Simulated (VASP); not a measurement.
# Ir (Fm-3m) in VASP: a series of runs

The runs below take Ir through relaxation of cell and atoms, with PBE, PBE+D3(BJ).

All numbers are computed with VASP 6.6.1; they aren't measurements. Logs are shortened: lines on timing, memory, paths and dates and some standing lists are left out, and cuts for length are marked.

### 1 Starting point

It takes space group Fm-3m (No. 225, cubic). The conventional cell has a = 3.854 Å, b = 3.854 Å, c = 3.854 Å, α = 90.00°, β = 90.00°, γ = 90.00°. Ir (site symmetry m-3m) has 12 Ir at 2.73 Å as nearest neighbours.

### 2 Relaxation of cell and atoms, PBE

File INCAR:

```
SYSTEM = Ir
PREC = Accurate ; ENCUT = 600
EDIFF = 1E-7 ; ISMEAR = 0
SIGMA = 0.1 ; LREAL = .FALSE.
LASPH = .TRUE. ; NELM = 80
ALGO = Normal ; ISIF = 3
LWAVE = .FALSE. ; LCHARG = .FALSE.
GGA = PE ; IBRION = 2
NSW = 90 ; EDIFFG = -0.005
```

File KPOINTS:

```
Automatic mesh
0
G
  18 18 18
  0 0 0
```

File POSCAR:

```
Ir
1.0
    0.0000000000      1.9269646700      1.9269646700
    1.9269646700      0.0000000000      1.9269646700
    1.9269646700      1.9269646700      0.0000000000
Ir
1
Direct
    0.0000000000      0.0000000000      0.0000000000
```

Potentials or basis: VASP PAW PBE potentials, release 64 (Ir).

Command:

```bash
$ cat potpaw_PBE.64/Ir/POTCAR > POTCAR
$ mpirun -np 1 vasp_std > vasp.out
```

OUTCAR:

```text
SYSTEM = Ir
   PREC = Accurate
   ENCUT = 600
   EDIFF = 1E-7
   ISMEAR = 0
   LREAL = .FALSE.
   LASPH = .TRUE.
   NELM = 80
   ISIF = 3
   GGA = PE
   IBRION = 2
   NSW = 90
   EDIFFG = -0.005

 ion  position               nearest neighbor table
   1  0.000  0.000  0.000-

  LATTYP: Found a face centered cubic cell.
 ALAT       =     3.8539293400

  Lattice vectors:

 A1 = (   0.0000000000,   1.9269646700,   1.9269646700)
 A2 = (   1.9269646700,   0.0000000000,   1.9269646700)
 A3 = (   1.9269646700,   1.9269646700,   0.0000000000)

Analysis of symmetry for initial positions (statically):
=====================================================================
 Subroutine PRICEL returns:
 Original cell was already a primitive cell.

 Routine SETGRP: Setting up the symmetry group for a
 face centered cubic supercell.

 Subroutine GETGRP returns: Found 48 space group operations
 (whereof 48 operations were pure point group operations)
 out of a pool of 48 trial point group operations.

The static configuration has the point symmetry O_h .

Analysis of symmetry for dynamics (positions and initial velocities):
=====================================================================
 Subroutine PRICEL returns:
 Original cell was already a primitive cell.

 Routine SETGRP: Setting up the symmetry group for a
 face centered cubic supercell.

 Subroutine GETGRP returns: Found 48 space group operations
 (whereof 48 operations were pure point group operations)
 out of a pool of 48 trial point group operations.

The dynamic configuration has the point symmetry O_h .

 Subroutine INISYM returns: Found 48 space group operations
 (whereof 48 operations are pure point group operations),
 and found     1 'primitive' translations

----------------------------------------------------------------------------------------

                                     Primitive cell

  volume of cell :      14.3104

  direct lattice vectors                    reciprocal lattice vectors
     0.000000000  1.926964670  1.926964670    -0.259475437  0.259475437  0.259475437
     1.926964670  0.000000000  1.926964670     0.259475437 -0.259475437  0.259475437
     1.926964670  1.926964670  0.000000000     0.259475437  0.259475437 -0.259475437

  length of vectors
     2.725139571  2.725139571  2.725139571     0.449424640  0.449424640  0.449424640

  position of ions in fractional coordinates (direct lattice)
     0.000000000  0.000000000  0.000000000

  ion indices of the primitive-cell ions
   primitive index   ion index
                 1           1

[... 61 lines left out ...]
 SYSTEM =  Ir
   PREC   = accura    normal or accurate (medium, high low for compatibility)
   ISTART =      0    job   : 0-new  1-cont  2-samecut
   ICHARG =      2    charge: 1-file 2-atom 10-const
   ISPIN  =      1    spin polarized calculation?
   LNONCOLLINEAR =      F non collinear calculations
   LSORBIT =      F    spin-orbit coupling
   LASPH  =      T    aspherical Exc in radial PAW
   ENCUT  =  600.0 eV  44.10 Ry    6.64 a.u.   5.44  5.44  5.44*2*pi/ulx,y,z
   NELM   =     80;   NELMIN=  2; NELMDL= -5     # of ELM steps
   EDIFF  = 0.1E-06   stopping-criterion for ELM
   LREAL  =      F    real-space projection
   EDIFFG = -.5E-02   stopping-criterion for IOM
   NSW    =     90    number of steps for IOM
   IBRION =      2    ionic relax: 0-MD 1-quasi-New 2-CG
   NFREE  =      1    steps in history (QN), initial steepest desc. (CG)
   ISIF   =      3    stress and relaxation
   ISYM   =      2    0-nonsym 1-usesym 2-fastsym
   POTIM  = 0.5000    time-step for ionic-motion
   TEBEG  =    0.0;   TEEND  =   0.0 temperature during run
   PSTRESS=    0.0 pullay stress
   NELECT =       9.0000    total number of electrons
   NUPDOWN=      -1.0000    fix difference up-down
   EMIN   =  10.00;   EMAX   =-10.00  energy-range for DOS
   EFERMI =   0.00;   METHOD = LEGACY
   ISMEAR =     0;   SIGMA  =   0.10  broadening in eV -4-tet -1-fermi 0-gaus
   EFERMI_NEDOS =   21; number of points for ismear=-14 and -15
   IALGO  =     38    algorithm
   IMIX   =      4    mixing-type and parameters
     AMIX     =   0.40;   BMIX     =  1.00
     AMIX_MAG =   1.60;   BMIX_MAG =  1.00
  volume/ion in A,a.u.               =      14.31        96.57
  Fermi-wavevector in a.u.,A,eV,Ry     =   1.402615  2.650559 26.767147  1.967330
  Thomas-Fermi vector in A             =   2.525359
   LORBIT       =      0    0 simple, 1 ext, 2 COOP (PROOUT), +10 PAW based schemes
   GGA     = PE    functional components
   LHFCALC =     F    Hartree Fock is set to
   AEXX    =    0.0000 exact exchange contribution
   IVDW    =     0    specifies the selected vdW correction
   LEPSILON=     F    determine dielectric tensor
   LRPA    =     F    only Hartree local field effects (RPA)
 conjugate gradient relaxation of ions
 non-spin polarized calculation
 Gauss-broadening in eV      SIGMA  =   0.10
  energy-cutoff  :      600.00
  volume of cell :       14.31
 maximum number of plane-waves:       531
 NGX is ok and might be reduce to    24
   NGX = 11   NGY = 11   NGZ = 11

--------------------------------------- Ionic step        1  -------------------------------------------

 number of electron       9.0000000 magnetization

 Free energy of the ion-electron system (eV)
  ---------------------------------------------------
  ext. energy  EPLUGINS =         0.00000000
  ---------------------------------------------------
  free energy    TOTEN  =        -8.85059717 eV

  energy without entropy =       -8.84537205  energy(sigma->0) =       -8.84798461

 E-fermi :  10.2413     XC(G=0): -13.9197

 val. band max:       10.2376075158   @ k =   0.5000   0.2222   0.1111
 cond. band min:      10.2465768336   @ k =   0.3333   0.1111   0.0556
 fundamental gap:      0.0089693178
 Fermi energy:        10.2413338407

 k-point     1 :       0.0000    0.0000    0.0000
  band No.  band energies     occupation
      1      -0.7880      2.00000
      2       6.3901      2.00000
      3       6.3901      2.00000
      4       6.3901      2.00000
      5       9.0302      2.00000
      6       9.0302      2.00000
      7      24.5558      0.00000
      8      30.0739      0.00000
[... 357 lines left out ...]
--------------------------------------- Ionic step        4  -------------------------------------------

 number of electron       9.0000000 magnetization

 Free energy of the ion-electron system (eV)
  ---------------------------------------------------
  ext. energy  EPLUGINS =         0.00000000
  ---------------------------------------------------
  free energy    TOTEN  =        -8.85400688 eV

  energy without entropy =       -8.84862725  energy(sigma->0) =       -8.85131707

 E-fermi :   9.9888     XC(G=0): -13.8329

 val. band max:        9.9862529599   @ k =   0.5000   0.2222   0.1111
 cond. band min:       9.9931778225   @ k =   0.3333   0.1111   0.0556
 fundamental gap:      0.0069248625
 Fermi energy:         9.9888485359

 k-point     1 :       0.0000    0.0000    0.0000
  band No.  band energies     occupation
      1      -0.8815      2.00000
      2       6.2249      2.00000
      3       6.2249      2.00000
      4       6.2249      2.00000
      5       8.8037      2.00000
      6       8.8037      2.00000
      7      24.3330      0.00000
      8      29.7643      0.00000
[... 281 lines left out ...]
  FREE ENERGIE OF THE ION-ELECTRON SYSTEM (eV)
  ---------------------------------------------------
  free  energy   TOTEN  =        -8.8540068815 eV

  energy  without entropy=       -8.8486272515  energy(sigma->0) =       -8.85131707

 reached required accuracy - stopping structural energy minimisation
```

OSZICAR:

```text
N       E                     dE             d eps       ncg     rms          rms(c)
DAV:   1     0.484855924997E+02    0.48486E+02   -0.49045E+03  3144   0.115E+03
DAV:   2    -0.868489871603E+01   -0.57170E+02   -0.55520E+02  3136   0.215E+02
[... 27 lines left out ...]
   3 F= -.88540048E+01 E0= -.88513134E+01  d E =-.340763E-02
       N       E                     dE             d eps       ncg     rms          rms(c)
DAV:   1    -0.885401084336E+01   -0.60108E-05   -0.17196E-04  3392   0.216E-01    0.185E-02
DAV:   2    -0.885400702313E+01    0.38202E-05   -0.10594E-05  3456   0.448E-02    0.660E-03
DAV:   3    -0.885400676398E+01    0.25915E-06   -0.20302E-06  3816   0.179E-02    0.222E-03
DAV:   4    -0.885400688263E+01   -0.11865E-06   -0.43809E-08  1696   0.238E-03    0.128E-04
DAV:   5    -0.885400688149E+01    0.11470E-08   -0.29070E-09  1608   0.657E-04
   4 F= -.88540069E+01 E0= -.88513171E+01  d E =-.340971E-02
```

It took 32 s on 1 thread of Intel Xeon Platinum 8488C (Sapphire Rapids), shared host; peak memory 0.17 GiB.

What came out:

```yaml
Free_energy: -8.8540 eV
Relaxed_volume: 14.52 Å³/atom
Relaxed_cell: a = 2.738 Å, b = 2.738 Å, c = 2.738 Å, α = 60.00°, β = 60.00°, γ = 60.00°
Space_group_after_relaxing_to_0.05_Å: Fm-3m (No. 225)
Energy_gained_by_relaxing: 3.4 meV/atom
Ionic_steps: 4
Pressure_after_relaxing: 0.0 GPa
Band_gap_on_the_k_mesh: none (metal or under the smearing width)
```

Step by step:
| step | energy change (eV) | largest force (eV/Å) | pressure (GPa) | volume (Å³) |
| --- | --- | --- | --- | --- |
| 1 | 0.0000 | 0.0000 | 5.30 | 14.31 |
| 2 | 0.0390 | 0.0000 | -16.19 | 15.31 |
| 3 | -0.0034 | 0.0000 | -0.10 | 14.53 |
| 4 | -0.0034 | 0.0000 | 0.00 | 14.52 |

Final structure:
```
CELL_PARAMETERS angstrom
0.00000 1.93638 1.93638
1.93638 0.00000 1.93638
1.93638 1.93638 0.00000
ATOMIC_POSITIONS crystal
Ir 0.00000 0.00000 0.00000
```

Spin-orbit coupling is left out, which matters for the levels of Ir.

### 3 Relaxation of cell and atoms, PBE+D3(BJ)

Edit INCAR of step 2 so:

```diff
@@ -7,3 +7,4 @@
 LWAVE = .FALSE. ; LCHARG = .FALSE.
-GGA = PE ; IBRION = 2
-NSW = 90 ; EDIFFG = -0.005
+GGA = PE ; IVDW = 12
+IBRION = 2 ; NSW = 90
+EDIFFG = -0.005
```

KPOINTS is that of step 2.

POSCAR is that of step 2.

Potentials or basis: VASP PAW PBE potentials, release 64 (Ir).

Command:

```bash
$ cat potpaw_PBE.64/Ir/POTCAR > POTCAR
$ mpirun -np 1 vasp_std > vasp.out
```

Wall time 28 s (1 thread of Intel Xeon Platinum 8488C (Sapphire Rapids), shared host); peak memory 0.18 GiB.

It converged, with:

```yaml
Free_energy: -9.5782 eV
Relaxed_volume: 14.19 Å³/atom
Relaxed_cell: a = 2.717 Å, b = 2.717 Å, c = 2.717 Å, α = 60.00°, β = 60.00°, γ = 60.00°
Space_group_after_relaxing_to_0.05_Å: Fm-3m (No. 225)
Energy_gained_by_relaxing: 1.2 meV/atom
Ionic_steps: 3
Pressure_after_relaxing: 0.0 GPa
Band_gap_on_the_k_mesh: none (metal or under the smearing width)
Dispersion_energy_per_atom: -0.733 eV
```

The path:
```csv
step,energy change (eV),largest force (eV/Å),pressure (GPa),volume (Å³)
1,0.0000,0.0000,-3.16,14.31
2,0.0169,0.0000,13.26,13.73
3,-0.0012,0.0000,-0.03,14.19
```

Final structure:
```
CELL_PARAMETERS angstrom
0.00000 1.92150 1.92150
1.92150 0.00000 1.92150
1.92150 1.92150 0.00000
ATOMIC_POSITIONS crystal
Ir 0.00000 0.00000 0.00000
```

Levels at points of the mesh, in eV from the Fermi level:
```csv
k point,band 1,band 2,band 3,band 4,band 5,band 6,band 7,band 8
"(0.00, 0.00, 0.00)",-11.12,-3.90,-3.90,-3.90,-1.23,-1.23,14.30,19.87
"(0.50, 0.00, 0.00)",-8.10,-4.01,-4.01,-0.79,0.86,0.86,7.20,13.84
"(0.50, 0.50, 0.00)",-7.91,-7.34,0.82,1.43,1.43,1.66,10.44,11.66
```

Caveat: pairwise dispersion overbinds metals, which lowers pressure and volume. The run has no spin-orbit coupling, so splittings on Ir are missing.
